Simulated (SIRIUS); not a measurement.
# Ta (Im-3m) in SIRIUS: further runs, part 4 of 4

SIRIUS 7.12.0.

## Step 8: Equation of state, LDA, 18.73 Å³/atom (volume scaled by 1.04)

Contents of sirius.json:

```json
{
  "control": {
    "processing_unit": "cpu",
    "std_evp_solver_name": "lapack",
    "gen_evp_solver_name": "lapack",
    "verbosity": 2,
    "print_forces": false,
    "ortho_rf": true,
    "use_second_variation": true,
    "rmt_max": 3.0,
    "num_bands_to_print": 22,
    "save_wf": true
  },
  "parameters": {
    "electronic_structure_method": "full_potential_lapwlo",
    "xc_functionals": ["XC_LDA_X", "XC_LDA_C_PW"],
    "core_relativity": "dirac",
    "valence_relativity": "iora",
    "num_fv_states": 22,
    "smearing": "fermi_dirac",
    "smearing_width": 0.0018374661,
    "pw_cutoff": 20,
    "gk_cutoff": 3.54,
    "lmax_apw": 11,
    "lmax_rho": 8,
    "lmax_pot": 8,
    "num_mag_dims": 0,
    "auto_rmt": 0,
    "ngridk": [11, 11, 11],
    "shiftk": [0, 0, 0],
    "num_dft_iter": 80,
    "energy_tol": 1e-07,
    "density_tol": 1e-05,
    "use_symmetry": true
  },
  "settings": {"tol_ne": 1e-10},
  "iterative_solver": {"type": "exact"},
  "mixer": {"type": "anderson", "beta": 0.5, "max_history": 8},
  "unit_cell": {
    "lattice_vectors": [
      [-3.1615304398, 3.1615304398, 3.1615304398],
      [3.1615304398, -3.1615304398, 3.1615304398],
      [3.1615304398, 3.1615304398, -3.1615304398]
    ],
    "atom_types": ["Ta"],
    "atom_files": {"Ta": "Ta.json"},
    "atoms": {"Ta": [[0.0, 0.0, 0.0]]}
  }
}
```

Contents of Ta.json:

```json
{
  "name": "tantalum",
  "symbol": "Ta",
  "number": 73,
  "mass": 180.94788,
  "rmin": 1e-06,
  "rmt": 2.6,
  "nrmt": 800,
  "rinf": 15.8,
  "core": "1s2s2p3s3p3d4s4p4d",
  "valence": [
    {"basis": [{"enu": 0.18, "dme": 0, "n": 0, "auto": 0}, {"enu": 0.18, "dme": 1, "n": 0, "auto": 0}]},
    {"l": 0, "n": 1, "basis": [{"enu": 0.28, "dme": 0, "n": 0, "auto": 0}]},
    {"l": 1, "n": 2, "basis": [{"enu": 0.28, "dme": 0, "n": 0, "auto": 0}]},
    {"l": 2, "n": 3, "basis": [{"enu": 0.28, "dme": 0, "n": 0, "auto": 0}]},
    {"l": 3, "n": 4, "basis": [{"enu": 0.28, "dme": 0, "n": 0, "auto": 0}]},
    {"l": 4, "n": 5, "basis": [{"enu": 0.28, "dme": 0, "n": 0, "auto": 0}]}
  ],
  "lo": [
    {"l": 0, "basis": [{"enu": 0.28, "dme": 0, "n": 0, "auto": 0}, {"enu": 0.28, "dme": 1, "n": 0, "auto": 0}]},
    {
      "l": 0,
      "basis": [{"enu": -2.2572, "dme": 0, "n": 5, "auto": 1}, {"enu": -2.2572, "dme": 1, "n": 5, "auto": 1}]
    },
    {
      "l": 0,
      "basis": [{"enu": -2.2572, "dme": 1, "n": 5, "auto": 1}, {"enu": 0.28, "dme": 0, "n": 0, "auto": 0}]
    },
    {"l": 0, "basis": [{"enu": 0.28, "dme": 0, "n": 0, "auto": 0}, {"enu": 2.6469, "dme": 0, "n": 0, "auto": 0}]},
    {"l": 1, "basis": [{"enu": 0.28, "dme": 0, "n": 0, "auto": 0}, {"enu": 0.28, "dme": 1, "n": 0, "auto": 0}]},
    {
      "l": 1,
      "basis": [{"enu": -1.0303, "dme": 0, "n": 5, "auto": 1}, {"enu": -1.0303, "dme": 1, "n": 5, "auto": 1}]
    },
    {
      "l": 1,
      "basis": [{"enu": -1.0303, "dme": 1, "n": 5, "auto": 1}, {"enu": 0.28, "dme": 0, "n": 0, "auto": 0}]
    },
    {"l": 1, "basis": [{"enu": 0.28, "dme": 0, "n": 0, "auto": 0}, {"enu": 3.0019, "dme": 0, "n": 0, "auto": 0}]},
    {"l": 2, "basis": [{"enu": 0.28, "dme": 0, "n": 0, "auto": 0}, {"enu": 0.28, "dme": 1, "n": 0, "auto": 0}]},
    {"l": 2, "basis": [{"enu": 0.28, "dme": 1, "n": 0, "auto": 0}, {"enu": 0.28, "dme": 2, "n": 0, "auto": 0}]},
    {"l": 2, "basis": [{"enu": 0.28, "dme": 0, "n": 0, "auto": 0}, {"enu": 2.5877, "dme": 0, "n": 0, "auto": 0}]},
    {"l": 3, "basis": [{"enu": 0.28, "dme": 0, "n": 0, "auto": 0}, {"enu": 0.28, "dme": 1, "n": 0, "auto": 0}]},
    {
      "l": 3,
      "basis": [{"enu": -0.5047, "dme": 0, "n": 4, "auto": 1}, {"enu": -0.5047, "dme": 1, "n": 4, "auto": 1}]
    },
    {
      "l": 3,
      "basis": [{"enu": -0.5047, "dme": 1, "n": 4, "auto": 1}, {"enu": 0.28, "dme": 0, "n": 0, "auto": 0}]
    },
    {"l": 3, "basis": [{"enu": 0.28, "dme": 0, "n": 0, "auto": 0}, {"enu": 3.712, "dme": 0, "n": 0, "auto": 0}]},
    {"l": 4, "basis": [{"enu": 0.28, "dme": 0, "n": 0, "auto": 0}, {"enu": 0.28, "dme": 1, "n": 0, "auto": 0}]},
    {"l": 4, "basis": [{"enu": 0.28, "dme": 0, "n": 0, "auto": 0}, {"enu": 3.1202, "dme": 0, "n": 0, "auto": 0}]}
  ],
  "free_atom": [... radial grid and density of the free atom, the start of the SCF ...]
}
```

Contents of sirius_start.json:

```json
{
  "control": {
    "processing_unit": "cpu",
    "std_evp_solver_name": "lapack",
    "gen_evp_solver_name": "lapack",
    "verbosity": 1,
    "print_forces": false,
    "ortho_rf": true,
    "use_second_variation": true,
    "rmt_max": 3.0,
    "num_bands_to_print": 22,
    "save_wf": false
  },
  "parameters": {
    "electronic_structure_method": "full_potential_lapwlo",
    "xc_functionals": ["XC_LDA_X", "XC_LDA_C_PW"],
    "core_relativity": "dirac",
    "valence_relativity": "iora",
    "num_fv_states": 22,
    "smearing": "fermi_dirac",
    "smearing_width": 0.0055123983,
    "pw_cutoff": 20,
    "gk_cutoff": 2.83,
    "lmax_apw": 11,
    "lmax_rho": 8,
    "lmax_pot": 8,
    "num_mag_dims": 0,
    "auto_rmt": 0,
    "ngridk": [4, 4, 4],
    "shiftk": [0, 0, 0],
    "num_dft_iter": 30,
    "energy_tol": 0.01,
    "density_tol": 0.05,
    "use_symmetry": true
  },
  "settings": {"tol_ne": 1e-10},
  "iterative_solver": {"type": "exact"},
  "mixer": {"type": "anderson", "beta": 0.5, "max_history": 8},
  "unit_cell": {
    "lattice_vectors": [
      [-3.1615304398, 3.1615304398, 3.1615304398],
      [3.1615304398, -3.1615304398, 3.1615304398],
      [3.1615304398, 3.1615304398, -3.1615304398]
    ],
    "atom_types": ["Ta"],
    "atom_files": {"Ta": "Ta.json"},
    "atoms": {"Ta": [[0.0, 0.0, 0.0]]}
  }
}
```

The run is started by

```sh
$ OMP_NUM_THREADS=1 sirius.scf --input=sirius_start.json --output=start.json
$ OMP_NUM_THREADS=1 sirius.scf --input=sirius.json --output=output.json --task=1
```

It took 41 s on 1 thread of Arm Neoverse V1, shared host; peak memory 0.34 GiB.

It converged, with:

| Quantity | Value |
| --- | --- |
| Free energy | -424957.6462 eV |
| Band gap on the k mesh | none (metal or under the smearing width) |
| All electrons inside the program's atomic spheres | Ta 71.16 (radii Ta 2.6 bohr) |

## Step 9: Equation of state, LDA, 19.09 Å³/atom (volume scaled by 1.06)

sirius.json, as its differences from that of step 8:

```diff
@@ -40,5 +40,5 @@
     "lattice_vectors": [
-      [-3.1615304398, 3.1615304398, 3.1615304398],
-      [3.1615304398, -3.1615304398, 3.1615304398],
-      [3.1615304398, 3.1615304398, -3.1615304398]
+      [-3.1816681193, 3.1816681193, 3.1816681193],
+      [3.1816681193, -3.1816681193, 3.1816681193],
+      [3.1816681193, 3.1816681193, -3.1816681193]
     ],
```

Ta.json is that of step 8.

sirius_start.json, as its differences from that of step 8:

```diff
@@ -40,5 +40,5 @@
     "lattice_vectors": [
-      [-3.1615304398, 3.1615304398, 3.1615304398],
-      [3.1615304398, -3.1615304398, 3.1615304398],
-      [3.1615304398, 3.1615304398, -3.1615304398]
+      [-3.1816681193, 3.1816681193, 3.1816681193],
+      [3.1816681193, -3.1816681193, 3.1816681193],
+      [3.1816681193, 3.1816681193, -3.1816681193]
     ],
```

Potentials or basis: all-electron FP-LAPW, apw+lo standard.

The run is started by

```sh
$ OMP_NUM_THREADS=1 sirius.scf --input=sirius_start.json --output=start.json
$ OMP_NUM_THREADS=1 sirius.scf --input=sirius.json --output=output.json --task=1
```

It took 42 s on 1 thread of Arm Neoverse V1, shared host; peak memory 0.35 GiB.

The run converged. Its results:

| Quantity | Value |
| --- | --- |
| Free energy | -424957.6069 eV |
| Band gap on the k mesh | none (metal or under the smearing width) |
| All electrons inside the program's atomic spheres | Ta 71.12 (radii Ta 2.6 bohr) |

## Step 10: Equation of state, LDA

Potentials or basis: all-electron FP-LAPW, apw+lo standard.

No new run: the results of the series are fitted here.

What came out:

* Equilibrium volume: 17.19 Å³/atom
* Bulk modulus: 226 GPa
* Pressure derivative of the bulk modulus: 4.3 (rough: it moves with the points fitted)

Energy against volume, from the lowest point:
| volume (Å³/atom) | energy (meV/atom) |
| --- | --- |
| 16.930 | 2.38 |
| 17.290 | 0.00 |
| 17.650 | 7.94 |
| 18.010 | 24.95 |
| 18.371 | 50.48 |
| 18.731 | 83.46 |
| 19.091 | 122.78 |

The run has no spin-orbit coupling, so splittings on Ta are missing. LDA usually gives volumes a few per cent too small.

## Step 11: Against experiment

Step 2. Measured bulk modulus of Ta: 194 GPa (quoted in “Pressure effects on the electronic structure and superconductivity of (TaNb)0.67(HfZrTi)0.33 high entropy alloy”, 2019, arxiv:1910.08312). This calculation gives 200 GPa (+3.3 %). The fit is for a static lattice scaled at fixed shape and fixed fractional positions.

Step 10. Measured bulk modulus of Ta: 194 GPa (quoted in “Refinement of the equation of state of tantalum”, 2004, arxiv:cond-mat/0403080). This calculation gives 226 GPa (+16.7 %). The fit is for a static lattice scaled at fixed shape and fixed fractional positions.
